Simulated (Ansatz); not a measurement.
Input of an Ansatz 0.2.0 run:

The input input.yaml:

```yaml
crystal:
  lattice:
    - [0.0, 1.89785, 1.89785]
    - [1.89785, 0.0, 1.89785]
    - [1.89785, 1.89785, 0.0]
  atoms:
    - { symbol: Rh, position: [0.0, 0.0, 0.0] }
hamiltonian:
  xc: pbe
  pseudopotentials: { kind: paw }
kpoints:
  mp_grid: { grid: [12, 12, 12] }
scf:
  occupations: { method: gaussian, width: 0.014 }
output:
  forces: true
  stress: true
  eigenvalues: true
```

Potentials or basis: Ansatz PAW.

The run is started by

```console
$ ansatz run input.yaml --threads 2 --pin off --max-ram 5632MiB --backend cpu --events-out ev --progress --plain --runs-dir out
```

Question: What does it give for the band gap on the k mesh?

Answer: None (metal or under the smearing width).

Question: What does it give for the pressure?

Answer: 7.2 GPa.
